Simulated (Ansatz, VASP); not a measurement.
# Al37N36 (start site: Al_i (6-fold void)): VASP beside Ansatz

One calculation is typed for both programs; each brings its own data sets. How far apart do they land? Of the first pair: The structure shown is the start of the Ansatz relaxation below; VASP solves that cell, so the two are compared at the walk's first step.

Main program and level: Ansatz 0.2.0; plane waves, with VASP 6.6.1 beside it; r2SCAN.

## Step 1: The structure

The cell holds 73 atoms: 37 Al and 36 N. Its edges and angles: a = 9.320 Å, b = 9.320 Å, c = 9.957 Å, α = 90.0°, β = 90.0°, γ = 120.0°. It derives from AlN (AlN (P6_3mc)). Nearest the centre at fractional (0.768, 0.717, 0.095): Al37 at 0.05 Å, Al32 at 1.78 Å, N67 at 1.81 Å, Al36 at 1.82 Å, N72 at 1.83 Å, Al33 at 1.83 Å, N71 at 1.84 Å, Al21 at 2.74 Å. The cell carries charge +2.

As a file:

```
Al N
1.0
     9.32009    0.00000    0.00000
    -4.66004    8.07143    0.00000
     0.00000    0.00000    9.95712
Al N
37 36
Direct
  0.22426 0.11583 0.25284
  0.11138 0.21821 0.50278
  0.21740 0.10952 0.75266
  0.11091 0.22746 0.00011
  0.22538 0.44954 0.25240
  0.11414 0.55394 0.50285
  0.22806 0.44814 0.75113
  0.11232 0.55785 0.99494
  0.22052 0.77413 0.24554
  0.10625 0.88974 0.50014
  0.21660 0.77385 0.75144
  0.11063 0.89268 0.00289
  0.56117 0.11546 0.25115
  0.44891 0.22756 0.50152
  0.56046 0.11571 0.75192
  0.44589 0.21773 0.99964
  0.55194 0.44071 0.25326
  0.43899 0.55518 0.50051
  0.56029 0.44984 0.75118
  0.44670 0.55422 0.99554
  0.56096 0.77792 0.24909
  0.45044 0.89224 0.50083
  0.55503 0.77723 0.75460
  0.44205 0.89237 0.00110
  0.89162 0.11698 0.24801
  0.77299 0.21964 0.49642
  0.89109 0.11173 0.75427
  0.77941 0.21949 0.00313
  0.89117 0.44321 0.24549
  0.78148 0.55728 0.50363
  0.89506 0.44709 0.74956
  0.77821 0.55764 0.00430
  0.89219 0.77497 0.24877
  0.78282 0.89030 0.50232
  0.89299 0.77733 0.74665
  0.77757 0.89153 0.00392
  0.77149 0.71459 0.09593
  0.22539 0.11725 0.44108
  0.11463 0.22212 0.19414
  0.22219 0.10624 0.93827
  0.10689 0.22349 0.68853
  0.22173 0.44498 0.44535
  0.11401 0.55473 0.19429
  0.22817 0.44689 0.93907
  0.11059 0.55322 0.69501
  0.22220 0.77261 0.44180
  0.10904 0.89173 0.19344
  0.22639 0.77698 0.94295
  0.10747 0.88901 0.68676
  0.55930 0.10877 0.44110
  0.43865 0.21803 0.19170
  0.55038 0.10847 0.94316
  0.43839 0.21958 0.68938
  0.55447 0.44348 0.44533
  0.44632 0.56102 0.19262
  0.55230 0.44486 0.93658
  0.44341 0.55169 0.68657
  0.55909 0.77647 0.43745
  0.44202 0.88284 0.19130
  0.55798 0.78274 0.94340
  0.44764 0.89505 0.69091
  0.88393 0.11147 0.43899
  0.78282 0.22176 0.19128
  0.89239 0.11169 0.94439
  0.77742 0.22527 0.69440
  0.89285 0.44589 0.43657
  0.77185 0.55272 0.18894
  0.88438 0.44585 0.94068
  0.77627 0.55009 0.69247
  0.89056 0.78133 0.44451
  0.77372 0.88662 0.19419
  0.89434 0.77901 0.94234
  0.77818 0.88716 0.68573
```

## Step 2: Ansatz: relaxation, r2SCAN

Ansatz runs on its default PAW (the set named soft_2) files.

The two programs are compared at the cell with which this relaxation starts, whose forces are those of its first step.

Contents of input.yaml:

```yaml
crystal:
  lattice:
    - [3.10669606, 3.0e-08, 0.0]
    - [-1.55334806, 2.6904777, 0.0]
    - [0.0, 0.0, 4.97856035]
  atoms:
    - { symbol: Al, position: [0.66666667, 0.33333333, 0.49920451] }
    - { symbol: Al, position: [0.33333333, 0.66666667, 0.99920451] }
    - { symbol: "N", position: [0.66666667, 0.33333333, 0.88079549] }
    - { symbol: "N", position: [0.33333333, 0.66666667, 0.38079549] }
  supercell: [3, 3, 2]
  defects:
    - { interstitial: { symbol: Al, position: [0.768304, 0.717485, 0.095] } }
total_charge: 2
basis:
  ecutwfc: 500
  xc_grid: 2
hamiltonian:
  xc: r2scan
kpoints:
  mp_grid: { grid: [1, 1, 1], shift: [0.25, 0.25, 0.25] }
magnetization:
  spin_polarized: true
  initial_magnetization: 1
  spin_locking: { lock_magnetization: hard }
scf:
  occupations: { method: fixed }
  max_iter: 60
output:
  forces: true
  charged_corrections: { epsilon: [4.48, 4.48, 4.71], static_epsilon: [8.13, 8.13, 9.66] }
relax:
  f_tol: 0.02
  max_steps: 80
  random_displacement: { amplitude: 0.05, seed: 9110 }
checkpoint:
  write: "../qp2_M1.relax.run"
  compress: false
  write_wavefunctions: true
  write_every: 100000
```

Command:

```console
$ ansatz run input.yaml --threads 4 --pin off --max-ram 7536MiB --backend cpu --events-out ev --progress --plain --runs-dir out
```

Numbers of over 12 decimals in the logs are rounded to 6 here.

What it wrote:

```text
Warning: This run holds its total moment fixed (magnetization.spin_locking.lock_magnetization: hard) and mixes its density by anderson or broyden (scf.mixing.algorithm, typed or taken by auto). Slabs with a fixed moment have converged under broyden above another state at the same moment, at the default mixing steps and at smaller ones, and under scf.lower_state_search: standard, light or off a state that such a mixer [...]
Engine: ansatz 0.2.0, aarch64-unknown-linux-gnu
Pseudopotentials: kind: paw
Pseudopotential: Al, paw, valence charge 3, recommended cutoff 500 eV (meta_gga), Al.paw.azcp
Pseudopotential: N, paw, valence charge 5, recommended cutoff 500 eV (meta_gga), N.paw.azcp
Functional definition: r2SCAN
  parameter k0 = 0.174
  parameter k1 = 0.065
  parameter a1 = 4.9479
  exchange = r2scan_x(k0 = k0, k1 = k1, a1 = a1)
  correlation = r2scan_c
Crystal: 73 atoms, lattice volume = 749.039 Å³
Basis set: ecut = 500 eV, 18913 PW (Γ), exchange–correlation on 144×144×150 points (8 copies of the dense FFT grid, shifted against one another)
Bands: 218, of which v1, the nominal top of the filled ones, is band 145 counted from 1 (144 counted from 0)
Symmetry: 1 space group operations
k-points: 1
Non-local potential: Al, projectors of the file, l = 0: 2, l = 1: 2, l = 2: 1
Non-local potential: N, projectors of the file, l = 0: 2, l = 1: 2, l = 2: 1
PAW form: soft (Blöchl's): semilocal exchange-correlation on the pseudo side does not see the compensation charge
PAW frozen core: Al, regenerated for the run's functional (the file was generated under x = pbe(κ = 0.804, μ = 0.219515), c = pbe(β = 0.066725))
PAW frozen core: N, regenerated for the run's functional (the file was generated under x = pbe(κ = 0.804, μ = 0.219515), c = pbe(β = 0.066725))
PAW one-centre angular grid: Al, 302 points (default); XC on 160 Gauss nodes
PAW one-centre angular grid: N, 302 points (default); XC on 160 Gauss nodes
Initial density: superposition of atomic densities (chi_scale 0.1, normalization cell, long waves kept (reshape's long-wave potential 0.18 eV rms))
Starting moments: Σ|m| = 1 μB on 73 of 73 sites
Initial wavefunctions: pseudopotential atomic-orbital guess
Functional: x = r2scan, c = r2scan; τ floored in thin density (d = 2e-4 eV/Å³)
SCF iter   1: F=—  HF=-34007.668947 eV  |F-HF|=—  |Δ(HF+E_count)|=         —  Δρ=7.07e-2 (↑7.07e-2 ↓7.06e-2)  dr2=1.84e2  dr2_τ=5.38e0  dr2_m=1.43e-1  M=1.000 μB ∫|m|=1.013 μB  β_m=1.20  ethr=3.10e-3  ⟨swp⟩=5.0  Hψ=1504  notcnv=0  defer=140
preconditioner: auto → Resta (q_TF=auto, 2.328 Å⁻¹)  ε∞=3.3  [insulator: Δε(μ)=1.187 eV  Ē_g=15.295 eV  n_scr=156 (ndim 8)  ℏωp=23.1 eV  f_vac=0.000  ε∞_Penn≈3.3]
spin=Collinear: Resta preconditioning applied to the charge; magnetization (m = ρ↑ − ρ↓) channel mixes plain (no charge-response kernel on spin).
SCF iter   2: F=—  HF=-33970.731500 eV  |F-HF|=—  |Δ(HF+E_count)|=    3.69e1  Δρ=3.60e-2 (↑3.60e-2 ↓3.60e-2)  dr2=4.91e1  dr2_τ=4.70e-1  dr2_m=2.65e-3  M=1.000 μB ∫|m|=1.108 μB  β_m=1.20  ethr=3.10e-3  ⟨swp⟩=3.0  Hψ=754  notcnv=0  defer=143  κ⁻¹=1.0e0(r=1)
SCF iter   3: F=—  HF=-33965.090723 eV  |F-HF|=—  |Δ(HF+E_count)|=    5.64e0  Δρ=1.80e-2 (↑1.80e-2 ↓1.80e-2)  dr2=6.38e0  dr2_τ=6.55e-2  dr2_m=1.58e-3  M=1.000 μB ∫|m|=1.128 μB  β_m=1.20  ethr=3.10e-3  ⟨swp⟩=3.0  Hψ=677  notcnv=0  defer=142  κ⁻¹=6.3e-2(r=2)
SCF iter   4: F=—  HF=-33965.677926 eV  |F-HF|=—  |Δ(HF+E_count)|=   5.87e-1  Δρ=1.20e-2 (↑1.20e-2 ↓1.20e-2)  dr2=2.25e0  dr2_τ=3.28e-2  dr2_m=4.11e-4  M=1.000 μB ∫|m|=1.117 μB  β_m=1.20  ethr=2.21e-3  ⟨swp⟩=2.0  Hψ=381  notcnv=0  defer=143  κ⁻¹=6.3e-3(r=3)
SCF iter   5: F=—  HF=-33965.850191 eV  |F-HF|=—  |Δ(HF+E_count)|=   1.72e-1  Δρ=1.58e-3 (↑1.51e-3 ↓1.58e-3)  dr2=5.85e-2  dr2_τ=1.00e-3  dr2_m=6.01e-4  M=1.000 μB ∫|m|=1.102 μB  β_m=1.20  ethr=7.77e-4  ⟨swp⟩=3.0  Hψ=490  notcnv=0  defer=143  κ⁻¹=1.1e-4(r=4)
SCF iter   6: F=—  HF=-33965.847901 eV  |F-HF|=—  |Δ(HF+E_count)|=   2.29e-3  Δρ=8.67e-4 (↑8.67e-4 ↓8.19e-4)  dr2=1.71e-2  dr2_τ=2.13e-4  dr2_m=1.91e-4  M=1.000 μB ∫|m|=1.101 μB  β_m=1.20  ethr=2.02e-5  ⟨swp⟩=3.0  Hψ=559  notcnv=0  defer=143  κ⁻¹=9.8e-5(r=5)
SCF iter   7: F=—  HF=-33965.849575 eV  |F-HF|=—  |Δ(HF+E_count)|=   1.67e-3  Δρ=3.42e-4 (↑3.26e-4 ↓3.42e-4)  dr2=2.06e-3  dr2_τ=2.81e-5  dr2_m=1.23e-5  M=1.000 μB ∫|m|=1.101 μB  β_m=1.20  ethr=5.90e-6  ⟨swp⟩=3.0  Hψ=595  notcnv=0  defer=143  κ⁻¹=1.1e-5(r=6)
[...]
k-point 0 ↓: bands = [... 141 lower, 6.7451, 6.7821, 6.8868, 12.0802, 12.7727, 12.8670, 13.1197, 13.1824, ... 69 higher]
--- Relaxed structure (11 steps of the walk, 10 accepted, 0 SCFs on fresh bases) ---
  F+E_penalty+E_count = -33979.34202498 eV   max|allowed force component| = 9.653e-3 eV/Å
  atoms:
    - { symbol: Al, position: [0.224346, 0.112012, 0.250593] }
    - { symbol: Al, position: [0.113399, 0.222971, 0.499384] }
    - { symbol: N, position: [0.224256, 0.112138, 0.440132] }
    - { symbol: N, position: [0.113605, 0.222776, 0.190428] }
    - { symbol: Al, position: [0.224181, 0.112210, 0.751679] }
    - { symbol: Al, position: [0.113510, 0.222877, 0.999781] }
    - { symbol: N, position: [0.223822, 0.112534, 0.942088] }
    - { symbol: N, position: [0.113689, 0.222691, 0.689318] }
    - { symbol: Al, position: [0.222964, 0.444814, 0.250093] }
    - { symbol: Al, position: [0.113397, 0.557166, 0.499312] }
    - { symbol: N, position: [0.224969, 0.446093, 0.439672] }
    - { symbol: N, position: [0.113449, 0.556787, 0.190377] }
    - { symbol: Al, position: [0.220397, 0.443524, 0.747513] }
    - { symbol: Al, position: [0.113549, 0.557356, 0.999738] }
    - { symbol: N, position: [0.219773, 0.443446, 0.938786] }
    - { symbol: N, position: [0.113701, 0.557197, 0.689246] }
    - { symbol: Al, position: [0.224412, 0.778848, 0.250498] }
    - { symbol: Al, position: [0.118490, 0.892561, 0.504508] }
    - { symbol: N, position: [0.224249, 0.779248, 0.439998] }
    - { symbol: N, position: [0.116606, 0.891384, 0.190703] }
    - { symbol: Al, position: [0.224186, 0.778629, 0.751646] }
    - { symbol: Al, position: [0.115499, 0.891104, 0.999108] }
    - { symbol: N, position: [0.223904, 0.778549, 0.942012] }
    - { symbol: N, position: [0.116850, 0.891533, 0.691463] }
    - { symbol: Al, position: [0.557543, 0.112017, 0.250511] }
    - { symbol: Al, position: [0.443813, 0.217917, 0.504547] }
    - { symbol: N, position: [0.557136, 0.112202, 0.440021] }
    - { symbol: N, position: [0.444945, 0.219759, 0.190685] }
    - { symbol: Al, position: [0.557775, 0.112170, 0.751649] }
    - { symbol: Al, position: [0.445252, 0.220898, 0.999120] }
    - { symbol: N, position: [0.557874, 0.112554, 0.942003] }
    - { symbol: N, position: [0.444896, 0.219564, 0.691500] }
    - { symbol: Al, position: [0.546432, 0.423576, 0.268410] }
    - { symbol: Al, position: [0.443591, 0.555167, 0.504990] }
    - { symbol: N, position: [0.556187, 0.443274, 0.450799] }
    - { symbol: N, position: [0.455724, 0.560925, 0.195914] }
    - { symbol: Al, position: [0.555501, 0.441184, 0.744422] }
    - { symbol: Al, position: [0.441590, 0.554188, 0.975319] }
    - { symbol: N, position: [0.553634, 0.437895, 0.933871] }
    - { symbol: N, position: [0.445017, 0.555595, 0.694180] }
    - { symbol: Al, position: [0.546881, 0.789446, 0.268323] }
    - { symbol: Al, position: [0.443814, 0.892565, 0.504442] }
    - { symbol: N, position: [0.556310, 0.780137, 0.450749] }
    - { symbol: N, position: [0.445172, 0.891245, 0.190647] }
    - { symbol: Al, position: [0.555518, 0.780975, 0.744423] }
    - { symbol: Al, position: [0.445346, 0.891127, 0.999084] }
    - { symbol: N, position: [0.553678, 0.782892, 0.933852] }
    - { symbol: N, position: [0.444855, 0.891497, 0.691406] }
[...]
- { symbol: Al, position: [0.781219, 0.555145, 0.504931] }
    - { symbol: N, position: [0.890309, 0.446109, 0.439501] }
    - { symbol: N, position: [0.775282, 0.560946, 0.195530] }
    - { symbol: Al, position: [0.892904, 0.443457, 0.747498] }
    - { symbol: Al, position: [0.782363, 0.554038, 0.975180] }
    - { symbol: N, position: [0.893004, 0.443373, 0.938814] }
    - { symbol: N, position: [0.780833, 0.555482, 0.694121] }
    - { symbol: Al, position: [0.912766, 0.789911, 0.268382] }
    - { symbol: Al, position: [0.781261, 0.892800, 0.504974] }
    - { symbol: N, position: [0.893149, 0.780173, 0.450787] }
    - { symbol: N, position: [0.775489, 0.880574, 0.195945] }
    - { symbol: Al, position: [0.895242, 0.780873, 0.744409] }
    - { symbol: Al, position: [0.782317, 0.894814, 0.975347] }
    - { symbol: N, position: [0.898552, 0.782715, 0.933843] }
    - { symbol: N, position: [0.780839, 0.891382, 0.694148] }
    - { symbol: Al, position: [0.668809, 0.667490, 0.130101] }
```

## Step 3: VASP: single point, r2SCAN, start cell, pair 1

The same cell, functional and mesh now go to VASP, with its own data sets.

Lines of VASP's logs that name or quote its potential files are left out, and so is its time.

Contents of INCAR:

```
SYSTEM = Al37N36
PREC = Accurate
ENCUT = 580
EDIFF = 1E-06
NELM = 200
ISMEAR = 0
SIGMA = 0.01
LREAL = Auto
ALGO = Normal
METAGGA = R2SCAN
LASPH = .TRUE.
NELECT = 289
NBANDS = 200
ISPIN = 2
MAGMOM = -0 0 -0 0 0 0 0 0 0 0 -0 0 0 0 -0 0 -0 -0 0 0 -0 0 0 0 0 0 0 0 0 -0 0 0 -0 -0 0 0 0.09 0 -0 0 -0 0 -0 0 0 0 -0 0 0.01 0 0 0 0.01 0 0.03 0.07 -0 0 -0 0.07 0.01 0 -0 0 0 0 0.02 0 -0 0 0.03 0.07 -0
LORBIT = 11
LWAVE = .FALSE.
LCHARG = .FALSE.
ISIF = 2
ISYM = 0
NUPDOWN = 1
GGA_COMPAT = .FALSE.
LMIXTAU = .TRUE.
NCORE = 2
```

Contents of POSCAR:

```
Al37N36
1.0
    9.3200881827      0.0000000860      0.0000000000
   -4.6600441658      8.0714330888      0.0000000000
    0.0000000000      0.0000000000      9.9571207050
Al N
37 36
Direct
    0.2242555254      0.1158298620      0.2528412655
    0.1113802426      0.2182094519      0.5027800856
    0.2173993566      0.1095213169      0.7526584464
    0.1109109628      0.2274566326      0.0001092982
    0.2253793825      0.4495383832      0.2524020823
    0.1141440731      0.5539380604      0.5028527973
    0.2280551109      0.4481401184      0.7511278834
    0.1123210316      0.5578464123      0.9949371202
    0.2205166585      0.7741331573      0.2455432722
    0.1062543339      0.8897400142      0.5001437813
    0.2166043346      0.7738509274      0.7514414279
    0.1106312689      0.8926838532      0.0028887161
    0.5611730818      0.1154636285      0.2511489088
    0.4489059074      0.2275610714      0.5015185763
    0.5604599165      0.1157106726      0.7519197790
    0.4458948754      0.2177319619      0.9996368724
    0.5519426263      0.4407084731      0.2532596596
    0.4389873782      0.5551750120      0.5005061350
    0.5602852572      0.4498375830      0.7511774961
    0.4467048951      0.5542202868      0.9955362894
    0.5609633936      0.7779238064      0.2490856618
    0.4504365741      0.8922384516      0.5008319320
    0.5550253501      0.7772285148      0.7545982642
    0.4420475935      0.8923721330      0.0010982387
    0.8916184430      0.1169803321      0.2480074384
    0.7729946115      0.2196442582      0.4964160972
    0.8910940906      0.1117346713      0.7542733710
    0.7794062419      0.2194880281      0.0031294484
    0.8911703230      0.4432144681      0.2454947642
    0.7814801234      0.5572798391      0.5036265150
    0.8950628365      0.4470939526      0.7495649818
    0.7782143472      0.5576437150      0.0042955485
    0.8921871373      0.7749726541      0.2487746281
    0.7828241461      0.8902971571      0.5023212180
    0.8929857854      0.7773287413      0.7466489782
    0.7775709819      0.8915265547      0.0039156194
    0.7714940064      0.7145906892      0.0959318490
    0.2253859747      0.1172472063      0.4410811248
    0.1146342957      0.2221201577      0.1941415653
    0.2221928724      0.1062393718      0.9382655164
    0.1068865834      0.2234874490      0.6885285619
    0.2217327935      0.4449782265      0.4453502304
    0.1140051835      0.5547293697      0.1942945212
    0.2281669201      0.4468892873      0.9390747865
    0.1105931927      0.5532188573      0.6950082464
    0.2221952404      0.7726139723      0.4418029198
    0.1090444991      0.8917278891      0.1934427690
    0.2263928014      0.7769820937      0.9429501036
    0.1074695390      0.8890069349      0.6867633930
    0.5592978775      0.1087731190      0.4410983988
    0.4386538596      0.2180268291      0.1917023060
    0.5503849035      0.1084684644      0.9431627152
    0.4383946028      0.2195808282      0.6893795107
    0.5544680179      0.4434824539      0.4453257253
    0.4463192791      0.5610204423      0.1926219493
    0.5523043413      0.4448644885      0.9365763735
    0.4434051942      0.5516871555      0.6865662477
    0.5590910883      0.7764701612      0.4374455356
    0.4420161436      0.8828352888      0.1913041989
    0.5579764243      0.7827396799      0.9434035479
    0.4476414372      0.8950496005      0.6909117810
    0.8839299895      0.1114735034      0.4389900584
    0.7828160153      0.2217646994      0.1912766809
    0.8923914234      0.1116862289      0.9443905802
    0.7774157050      0.2252718833      0.6943958203
    0.8928463562      0.4458937940      0.4365664662
    0.7718529816      0.5527168329      0.1889362453
    0.8843777437      0.4458534048      0.9406769565
    0.7762652898      0.5500917724      0.6924706654
    0.8905601216      0.7813284028      0.4445114337
    0.7737240040      0.8866242035      0.1941882656
    0.8943369146      0.7790099793      0.9423373762
    0.7781813639      0.8871559554      0.6857255428
```

Contents of KPOINTS:

```
Points of the shifted mesh
1
Reciprocal
 0.2500000000  0.2500000000  0.2500000000 1
```

PAW data sets: Al and N (PBE family, release 64).

Command:

```console
$ mpirun -np 8 vasp_std
```

What it wrote:

```text
[banner, memory and clock lines left out]
running    8 mpi-ranks, on    1 nodes
[...]
|                                                                             |
|               ----> ADVICE to this user running VASP <----                  |
|                                                                             |
|     You enforced a specific xc type in the INCAR file but a different       |
|     [... a line on the potential file left out ...]
|     I HOPE YOU KNOW WHAT YOU ARE DOING!                                     |
|                                                                             |

 LDA part: xc-table for (None), standard interpolation
 POSCAR, INCAR and KPOINTS ok, starting setup
[...]
entering main loop
       N       E                     dE             d eps       ncg     rms          rms(c)
DAV:   1     0.113897585653E+04    0.11390E+04   -0.14764E+05   800   0.148E+03
DAV:   2    -0.704744210807E+03   -0.18437E+04   -0.17544E+04   992   0.298E+02
DAV:   3    -0.847313065024E+03   -0.14257E+03   -0.14141E+03   984   0.893E+01
DAV:   4    -0.849542063500E+03   -0.22290E+01   -0.22217E+01   960   0.117E+01
DAV:   5    -0.849585471471E+03   -0.43408E-01   -0.43362E-01   976   0.154E+00BRMIX: very serious problems
 the old and the new charge density differ
 old charge density:   291.00000 new  289.00000
    0.534E+01
DAV:   6    -0.723631421864E+03    0.12595E+03   -0.28279E+02   928   0.322E+01    0.240E+01
DAV:   7    -0.697226349925E+03    0.26405E+02   -0.14818E+01   936   0.104E+01    0.137E+01
DAV:   8    -0.723209495392E+03   -0.25983E+02   -0.93944E+00   840   0.980E+00    0.783E+00
DAV:   9    -0.689325488955E+03    0.33884E+02   -0.94051E+00   832   0.832E+00    0.220E+00
[...]
DAV:  24    -0.696914873827E+03   -0.21003E-05   -0.16465E-06   624   0.368E-03    0.165E-03
DAV:  25    -0.696914874910E+03   -0.10832E-05   -0.38037E-07   496   0.168E-03    0.849E-04
DAV:  26    -0.696914875249E+03   -0.33853E-06   -0.63196E-08   472   0.700E-04
   1 F= -.69691488E+03 E0= -.69691488E+03  d E =-.729055E-15  mag=     1.0000
```

Parts of OUTCAR (step 3):

```text
  FREE ENERGIE OF THE ION-ELECTRON SYSTEM (eV)
  ---------------------------------------------------
  free  energy   TOTEN  =      -696.9148752487 eV

  energy  without entropy=     -696.9148752487  energy(sigma->0) =     -696.91487525

 magnetization (x)
# of ion       s       p       d       tot
------------------------------------------
    1       -0.000  -0.000   0.000  -0.000
    2       -0.000   0.000   0.000   0.000
    3       -0.000  -0.000   0.000  -0.000
    4       -0.000   0.000   0.000  -0.000
    5        0.002   0.003   0.000   0.005
    6        0.000   0.000   0.000   0.000
    7        0.000  -0.000   0.000   0.000
    8       -0.000   0.000   0.000   0.000
    9        0.000   0.000   0.000   0.000
   10        0.000   0.000   0.000   0.000
   11       -0.000  -0.000   0.000  -0.000
   12        0.001   0.002   0.000   0.004
   13       -0.000   0.000   0.000   0.000
[...]
--------------------------------------------------
tot          0.150   0.433   0.000   0.582
```

The cell is charged against a uniform background. The PAW data sets were made with PBE, which is usual practice but a small mismatch for other functionals.

(Part 1 of 2 ends here.)

[Lines on the potential files, build, host, timing and source positions are cut from VASP's logs without a mark.]

[Logs are printed without paths, hosts, clocks, repeated set-up lines and the standing remarks that a program may print on its own settings, such as how far it seeks lower states.]

[Hosts, paths, dates, database ids (printed as entryN), source tags and the programs' standing remarks are cut or masked in the printed files.]
